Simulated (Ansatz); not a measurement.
SnSe under strain

All numbers below come from DFT PBE, scalar-relativistic, plane waves, PAW in Ansatz 0.2.0. Run with 420 eV cutoff, 8×8×6 k-mesh, Gaussian smearing of 0.02 eV, no spin polarisation.

Starting point, cell and atoms relaxed:

```yaml
crystal:
  lattice:
    - [3.03080, 3.03080, 0.00000]
    - [-3.03080, 3.03080, 0.00000]
    - [0.00000, 0.00000, 6.06160]
  atoms:
    - { symbol: Sn, position: [0.00000, 0.00000, 0.00000] }
    - { symbol: Sn, position: [0.50000, 0.50000, 0.50000] }
    - { symbol: Se, position: [0.50000, 0.50000, 0.00000] }
    - { symbol: Se, position: [0.00000, 0.00000, 0.50000] }
```

Deformation: c alone is stretched, the rest of the cell is held and the atoms relax, all within the symmetry that the strain leaves. Energies are extrapolated to zero smearing.

```
strain (%)  ΔE (meV/atom) a (Å) b (Å) c (Å)
      -4.5           26.0  4.286  4.286  5.789
      -3.0           10.8  4.286  4.286  5.880
      -1.5            2.5  4.286  4.286  5.971
      +0.0            0.0  4.286  4.286  6.062
      +1.5            2.3  4.286  4.286  6.153
      +3.0            8.5  4.286  4.286  6.243
      +4.5           18.0  4.286  4.286  6.334
```

(1) What stiffness (1/V) d²E/dε² at zero strain does a cubic fit over all points give?

Answers

(1) A cubic fit gives (1/V) d²E/dε² = 125 GPa at zero strain (the elastic constant along c at held a and b).

This rock-salt form isn't the usual stable structure of the compound.